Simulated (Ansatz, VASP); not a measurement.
# BC63 (substitutional B in diamond): VASP beside Ansatz, part 2 of 2

One calculation is typed for both programs; each brings its own data sets. How far apart do they land? The cell is taken from a series of runs on this material, whose earlier steps may have relaxed, scaled, displaced or heated it; both programs get it as it stands.

VASP 6.6.1 and Ansatz 0.2.0.

So far: The structure; Ansatz: single point, PBE0.

In doubt: the hybrid run may have settled on a false gap or state (step 2), so the values of those runs are not to be relied on; a hybrid run on one k-point (step 2), which bears on gaps, levels and energies.

## 3. VASP: single point, PBE0

Level of this step: PBE0, spin-polarised from a ferromagnetic start; plane waves and PAW (C, B) (VASP).

The same cell, functional, mesh and smearing now go to VASP, with its own data sets.

Lines of VASP's logs that name or quote its potential files are left out, and so is its time.

The run reads the wave functions of an earlier VASP run, which isn't shown here.

The input, INCAR:

```
SYSTEM = BC63
PREC = Accurate
ENCUT = 520
EDIFF = 1E-06
NELM = 100
ISMEAR = -1
SIGMA = 0.01
LREAL = Auto
ALGO = Normal
LHFCALC = .TRUE.
AEXX = 0.25
GGA = PE
LASPH = .TRUE.
NBANDS = 172
ISPIN = 2
MAGMOM = 0.01 0.01 0.01 0.01 0.02 0.01 0.01 0.01 0.01 0.01 0.01 0.01 0.02 0.02 0.01 0.01 0.01 0.01 0.01 0.01 0.01 0.01 0.01 0.01 0.01 0.02 0.01 0.01 0.01 0.01 0.01 0.01 0.01 0.01 0.01 0.01 0.01 0.01 0.01 0.01 0.02 0.01 0.01 0.01 0.01 0.01 0.01 0.05 0.02 0.02 0.02 0.01 0.01 0.01 0.01 0.01 0.01 0.01 0.01 0.01 0.01 0.01 0.01 0.02
PRECFOCK = Fast
LORBIT = 11
LWAVE = .FALSE.
LCHARG = .FALSE.
ISIF = 2
NUPDOWN = 1
```

The input, POSCAR:

```
BC63
1.0
    7.1431635104      0.0000000000      0.0000000000
    0.0000000000      7.1431635104      0.0000000000
    0.0000000000      0.0000000000      7.1431635104
C B
63 1
Direct
    0.9996733483      0.9999312244      0.2506336914
    0.9995766276      0.2506790423      0.9998412231
    0.2504253150      0.9998127755      0.9998374517
    0.2473305769      0.2476226204      0.2469655680
    0.1239647669      0.1242138113      0.3745381159
    0.1238605941      0.3737080744      0.1246805538
    0.3734803398      0.1240877105      0.1246554045
    0.0003477673      0.0006243110      0.7503199147
    0.0005573420      0.2505649628      0.5002231235
    0.2502932776      0.0008309110      0.5002249579
    0.2503011124      0.2505528077      0.7501868606
    0.1247652426      0.1249893043      0.8753047362
    0.1242873875      0.3756440802      0.6259664042
    0.3754089345      0.1245182426      0.6259683682
    0.3747709186      0.3750044488      0.8755242219
    0.0004580767      0.5000966781      0.2507000884
    0.0003344014      0.7503322484      0.0006114259
    0.2502022900      0.5000733049      0.0006966447
    0.2502004767      0.7503186339      0.2507027702
    0.1241774128      0.6254935704      0.3764558962
    0.1247914770      0.8748276605      0.1255455081
    0.3752534156      0.6250806591      0.1254147490
    0.3747624363      0.8750177531      0.3755170261
    0.9996750711      0.5004020050      0.7510094489
    0.9995473720      0.7511048305      0.5003783584
    0.2473032658      0.5045325075      0.5038815114
    0.2503753452      0.7511992963      0.7512283484
    0.1248497547      0.6248949363      0.8756451009
    0.1248243020      0.8751544847      0.6254364699
    0.3736060363      0.6256162627      0.6261888362
    0.3744657489      0.8749491865      0.8755201012
    0.4998326241      0.0007125784      0.2506690974
    0.4998222005      0.2504340374      0.0006736626
    0.7500618107      0.0005940238      0.0005897642
    0.7500541124      0.2504592897      0.2506906167
    0.6252504943      0.1244080690      0.3764218210
    0.6248327555      0.3754635154      0.1254057828
    0.8745902083      0.1250176201      0.1255357468
    0.8747582977      0.3750150689      0.3755221971
    0.5001203650      0.9999339509      0.7509794842
    0.5042002501      0.2476201623      0.5038458084
    0.7508082770      0.9998348514      0.5003386236
    0.7509185021      0.2506555724      0.7511940301
    0.6246531679      0.1250730217      0.8756017187
    0.6253639812      0.3738497207      0.6261849841
    0.8748979323      0.1250649019      0.6254100080
    0.8747189270      0.3746815678      0.8755266965
    0.5042966046      0.5045914111      0.2468269162
    0.5002104688      0.7510840697      0.9998198531
    0.7508360989      0.5004617795      0.9998321189
    0.7509121957      0.7511789324      0.2505163841
    0.6249451886      0.6252104378      0.3748286451
    0.6245751813      0.8750374350      0.1256527224
    0.8748059669      0.6248122598      0.1256765543
    0.8747157564      0.8749657209      0.3755137146
    0.4999098846      0.5001775971      0.7503726131
    0.4998846902      0.7503988325      0.5003948842
    0.7501067906      0.5001577685      0.5003980949
    0.7500528745      0.7503334512      0.7503319846
    0.6245642095      0.6247966281      0.8754769435
    0.6246283283      0.8749042141      0.6253821279
    0.8746520686      0.6248786442      0.6254009273
    0.8746914349      0.8749238571      0.8754796369
    0.3732967068      0.3734765263      0.3758572169
```

The input, KPOINTS:

```
Automatic mesh
0
Gamma
1 1 1
0 0 0
```

The projector-augmented-wave data sets are C and B (PBE family, release 64).

The run is started by

```sh
$ export OMP_NUM_THREADS=3
$ mpirun -np 1 vasp_gam
```

Numbers of over 12 decimals in the logs are rounded to 6 here.

Log:

```text
[banner, memory and clock lines left out]
running    1 mpi-ranks, on    1 nodes
[...]
Offloading initialized ...    1 GPUs detected
[...]
LDA part: xc-table for (Slater+PW92), standard interpolation
 found WAVECAR, reading the header
 POSCAR, INCAR and KPOINTS ok, starting setup
[...]
reading WAVECAR
 the WAVECAR file was read successfully
 initial charge from wavefunction
 entering main loop
       N       E                     dE             d eps       ncg     rms          rms(c)
DAV:   1    -0.701309499760E+03   -0.70131E+03   -0.82585E+00   696   0.762E+00    0.411E+00
DAV:   2    -0.701339723733E+03   -0.30224E-01   -0.12475E-01   784   0.831E-01    0.251E+00
DAV:   3    -0.701321487143E+03    0.18237E-01   -0.14608E-02   784   0.297E-01    0.137E+00
DAV:   4    -0.701316288729E+03    0.51984E-02   -0.48630E-03   784   0.176E-01    0.727E-01
[...]
DAV:   9    -0.701314359667E+03    0.82686E-05   -0.60698E-06   704   0.617E-03    0.343E-02
DAV:  10    -0.701314357913E+03    0.17540E-05   -0.27578E-06   464   0.381E-03    0.184E-02
DAV:  11    -0.701314357935E+03   -0.21538E-07   -0.14235E-06   416   0.227E-03
   1 F= -.70131436E+03 E0= -.70131436E+03  d E =-.800806E-12  mag=     1.0000
```

OUTCAR, selected parts (step 3):

```text
  FREE ENERGIE OF THE ION-ELECTRON SYSTEM (eV)
  ---------------------------------------------------
  free  energy   TOTEN  =      -701.3143579350 eV

  energy  without entropy=     -701.3143579350  energy(sigma->0) =     -701.31435794

 magnetization (x)
# of ion       s       p       d       tot
------------------------------------------
    1        0.000   0.012   0.000   0.013
    2        0.000   0.009   0.000   0.009
    3        0.000   0.009   0.000   0.009
    4        0.000   0.014   0.000   0.014
    5        0.001   0.018   0.000   0.018
    6        0.000   0.009   0.000   0.009
    7        0.000   0.009   0.000   0.009
    8        0.000   0.009   0.000   0.009
    9        0.000   0.009   0.000   0.009
   10        0.000   0.009   0.000   0.009
   11        0.000   0.008   0.000   0.008
   12        0.000   0.010   0.000   0.010
   13        0.001   0.019   0.000   0.020
[...]
--------------------------------------------------
tot          0.017   0.790   0.000   0.807

[... 1 further part left out ...]
```

The k-mesh is coarse for unscreened exact exchange, which converges slowly with it.

## 4. Side by side

Known differences besides the potentials themselves: exact exchange at q = 0 is treated differently, which shows on coarse meshes; VASP keeps PBE cores, Ansatz makes them for the functional; the cutoff is 420 eV in Ansatz and 520 eV in VASP (PREC = Accurate, projectors in real space); VASP takes a coarser grid for exact exchange (PRECFOCK = Fast); site moments are counted in spheres of each program's own size. Total energies have different zeros and are not compared.

The two programs side by side:

```csv
quantity,Ansatz,VASP,difference
"total moment, fixed by the input (μB)",1.00,1.00,0.00
moment on C48 (μB),0.05,0.07,-0.01
```

Forces on 8 of the 64 atoms, those with the largest forces and the largest differences (eV/Å; atoms numbered as in POSCAR):

```csv
atom,"Ansatz x, y, z","VASP x, y, z"
C4,"0.075, 0.071, -0.390","0.075, 0.072, -0.372"
C20,"-0.226, -0.071, 0.415","-0.230, -0.074, 0.410"
C26,"0.162, 0.193, -0.437","0.163, 0.182, -0.433"
C36,"-0.065, -0.232, 0.417","-0.069, -0.235, 0.410"
C41,"0.186, 0.154, -0.432","0.175, 0.161, -0.431"
C48,"0.285, 0.300, -0.380","0.270, 0.284, -0.360"
C55,"-0.185, -0.194, 0.317","-0.179, -0.188, 0.314"
B64,"-0.157, -0.158, 0.540","-0.145, -0.144, 0.531"
```

The forces differ by 5.4 meV/Å r.m.s., which is 2.8 % of the r.m.s. force of 0.190 eV/Å (both taken over all components).

## 5. Outcome

```yaml
r_m_s_force_difference_single_point_pbe0: 5.4 meV/Å
```

The r.m.s. force difference is 5.4 meV/Å (single point, PBE0), within the 12 meV/Å picked in this series as the mark of a large difference. Such differences can come from data sets, numerical settings and the points named under the comparisons, not from the functional's error against experiment.

[Lines on the potential files, build, host, timing and source positions are cut from VASP's logs without a mark.]

[Logs are printed without paths, hosts, clocks, repeated set-up lines and the standing remarks that a program may print on its own settings, such as how far it seeks lower states.]

[Hosts, paths, dates, database ids (printed as entryN), source tags and the programs' standing remarks are cut or masked in the printed files.]
